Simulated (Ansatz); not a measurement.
# C (Graphite 3R): how the settings move a single-point run

Question: which choices in the input matter for C (Graphite 3R)?

Program: Ansatz 0.2.0. Level of theory: reference: DFT, PBE, PAW with Ansatz's default frozen-core files, scalar-relativistic. These are calculated values, not measurements.

5 further runs of the same task are left out: 4 for a broken database entry, 1 that didn't finish.

**1. The starting structure**

The structure is monoclinic, space group C2/m (No. 12). The conventional cell has a = 4.254 Å, b = 2.456 Å, c = 3.635 Å, α = 90.00°, β = 112.96°, γ = 90.00°. C (site symmetry m) has 1 C at 1.16 Å as nearest neighbours.

Structure file:

```cif
data_structure
_symmetry_space_group_name_H-M 'C2/m'
_symmetry_Int_Tables_number 12
_cell_length_a 4.2540
_cell_length_b 2.4561
_cell_length_c 3.6350
_cell_angle_alpha 90.000
_cell_angle_beta 112.961
_cell_angle_gamma 90.000
_cell_volume 34.97
loop_
_atom_site_label
_atom_site_type_symbol
_atom_site_symmetry_multiplicity
_atom_site_Wyckoff_symbol
_atom_site_fract_x
_atom_site_fract_y
_atom_site_fract_z
_atom_site_occupancy
C1 C 4 i 0.13448 0.00000 0.49344 1
```

**2. The reference run**

The input, input.yaml:

```yaml
crystal:
  lattice:
    - [1.2280287114, 0.7090027071, 3.3470114498]
    - [-1.2280287114, 0.7090027071, 3.3470114498]
    - [0.0, -1.4180054142, 3.3470114498]
  atoms:
    - { symbol: C, position: [0.77552, 0.86552, 0.86552] }
    - { symbol: C, position: [0.22448, 0.13448, 0.13448] }
kpoints:
  mp_grid: { grid: [14, 14, 14] }
scf:
  occupations: { method: fermi_dirac, width: 0.05 }
hamiltonian:
  xc: pbe
  pseudopotentials: { kind: paw }
output:
  forces: true
  stress: true
  eigenvalues: true
  efg: { contact_densities: true }
  populations: true
```

The run is started by

```console
$ ansatz run input.yaml --threads 1 --pin off --max-ram 2048MiB --backend cpu --events-out ev --progress --plain --runs-dir out
```

**3. Changed: xc r2scan**

Changes to input.yaml since step 2:

```diff
@@ -13,3 +13,3 @@
 hamiltonian:
-  xc: pbe
+  xc: r2scan
   pseudopotentials: { kind: paw }
@@ -21 +21,5 @@
   populations: true
+  write_density: true
+  write_potential: true
+  elf: true
+  volumetric_format: npy
```

**Question.** What will these runs give? Wanted: for each run, ending; energy change; pressure; gap; force.

The runs gave:

```csv
run,ending,energy change,pressure (GPa),gap (eV),force (eV/Å),cycles,time
reference,converged,-,43.5,0.00,19.74,6,5.9 s
1: xc r2scan,converged,not comparable,39.6,0.00,19.74,6,14 s
```

Times don't compare one to one where runs were asked for different outputs or read a saved state (see the inputs); cycles may leave out searches for a lower state.

Residual by cycle in the longest SCF loop of each run; runs are numbered as in the table. The quantity is the density residual dr2, in eV.

```csv
cycle,reference,run 1
1,0.0158,0.0211
2,0.00555,0.0092
3,2.9e-5,3.8e-4
4,1.9e-6,2.1e-5
5,3.7e-8,4.3e-7
6,2.4e-9,4.0e-8
```

**Reading.** Total energies don't compare across a change of functional; the pressure goes from 43.5 to 39.6 GPa. At this fixed cell a lower pressure means that this functional prefers a smaller volume than the reference. The structure is not at rest: the sound run finds 44 GPa, so these are no properties of the relaxed crystal. 
